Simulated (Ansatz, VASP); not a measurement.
**TlH5 in VASP and in Ansatz**

```
Tl H
1.0
     4.00458    0.00000    0.00000
    -2.00229    3.46807    0.00000
     0.00000    0.00000    3.27413
Tl H
1 5
Direct
  0.00000 0.00000 0.00000
  0.33333 0.66667 0.00000
  0.66667 0.33333 0.00000
  0.50000 0.00000 0.50000
  0.50000 0.50000 0.50000
  0.00000 0.50000 0.50000
```

Change from the starting cell: species swapped into the DyNi5 type (P6/mmm, No. 191).

Alike in both runs: functional PBE; k mesh 6 × 6 × 4; occupations gaussian, width 0.1 eV; no spin polarisation.

Ansatz relaxed the structure, and its values are those at the end. VASP's run is a single point on that final structure, the one shown.

```csv
,VASP,Ansatz
version,VASP 6.6.1,Ansatz 0.2.0
potentials or method,"VASP PAW PBE potentials, release 64 (Tl_d, H)","scalar-relativistic, plane waves, PAW"
plane-wave cutoff (eV),520,420
valence electrons in the cell,18,18
```

|  | VASP | Ansatz | Ansatz less VASP |
| --- | --- | --- | --- |
| gap on the k mesh at the Fermi level (eV) | none | none | - |
| pressure (GPa) | -0.4 | -0.2 | +0.18 |

A gap of «none» marks a metal or a gap that the smearing closes. The functional is the same, so the differences come from potentials, cutoffs and numerics.

Caveats: the k mesh is coarse (spacing up to 0.48 Å⁻¹), so the values aren't converged. The runs have no spin-orbit coupling, so splittings on Tl are missing.
